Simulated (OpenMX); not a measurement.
Au:

```xyz
1
Lattice="0.0000 2.0350 2.0350 2.0350 0.0000 2.0350 2.0350 2.0350 0.0000" Properties=species:S:1:pos:R:3 pbc="T T T"
Au    0.0000    0.0000    0.0000
```

Base run:

- Program: OpenMX 3.8.5
- Functional: PBE
- Potentials or basis: OpenMX 2013 PBE set, Au7.0-s3p2d2, grid cutoff 400 Ry
- k mesh: 9 × 9 × 9
- Occupations: fermi-dirac, width 0.05 eV
- Spin: no spin polarisation

Its results: pressure 16.7 GPa.

The run is repeated on the same cell with these changes: potentials or basis from OpenMX 2013 PBE set, Au7.0-s3p2d2, grid cutoff 400 Ry to OpenMX 2013 PBE set, Au7.0-s3p2d2f1, grid cutoff 400 Ry. What comes out?

Pressure 13.1 GPa.

Caveats: the basis of atomic orbitals isn't converged, which shifts pressures, moduli and gaps.
